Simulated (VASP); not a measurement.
Wanted: the native input for a VASP 6.6.1 run.

- Task: core levels
- Functional: PBE
- Potentials or basis: VASP PAW PBE potentials, release 64 (Ni, O)
- Cutoff: 520 eV
- k mesh: 11 × 11 × 11
- Occupations: gaussian, width 0.02 eV
- Spin: collinear spin, ferromagnetic start
- Starting moments: [1.0, 0.0] μB
- Further INCAR settings: ALGO = Normal; EDIFF = 1e-07

The structure of NiO lies in POSCAR:

```
NiO
1.0
    0.0000000000      2.0859016414      2.0859016414
    2.0859016414      0.0000000000      2.0859016414
    2.0859016414      2.0859016414      0.0000000000
Ni O
1 1
Direct
    0.0000000000      0.0000000000      0.0000000000
    0.5000000000      0.5000000000      0.5000000000
```

One way to write it, as run:

INCAR

```
SYSTEM = NiO
PREC = Accurate
ENCUT = 520
EDIFF = 1E-7
ISMEAR = 0
SIGMA = 0.02
LREAL = .False.
LASPH = .True.
NELM = 100
ALGO = Normal
ISIF = 2
LWAVE = .False.
LCHARG = .False.
ISPIN = 2
MAGMOM = 1 0
LORBIT = 11
LMAXMIX = 4
GGA = PE
ICORELEVEL = 1
```

KPOINTS

```
Automatic mesh
0
Gamma
  11 11 11
  0 0 0
```

Potentials or basis: VASP PAW PBE potentials, release 64 (Ni, O).

The run is started by

```bash
$ cat potpaw_PBE.64/Ni/POTCAR potpaw_PBE.64/O/POTCAR > POTCAR
$ mpirun -np 1 vasp_std > vasp.out
```

It gave:

```yaml
Pressure: 6.1 GPa
Band_gap_on_the_k_mesh: none (metal or under the smearing width)
Net_moment: 1.77 μB per cell
Site_moments: Ni +1.46; O +0.27 μB
Valence_electrons_inside_the_program's_atomic_spheres: Ni 8.99; O 4.98
```

Caveat: a cell with one magnetic atom can't hold antiferromagnetic order, which such compounds often take; semilocal functionals often make such compounds metallic where correlation or magnetic order opens a gap, which also shifts bond lengths.

Wall time 35 s on 1 thread of Intel(R) Xeon(R) Platinum 8259CL CPU @ 2.50GHz (Skylake/Cascade Lake) (shared host), peak memory 0.16 GiB.
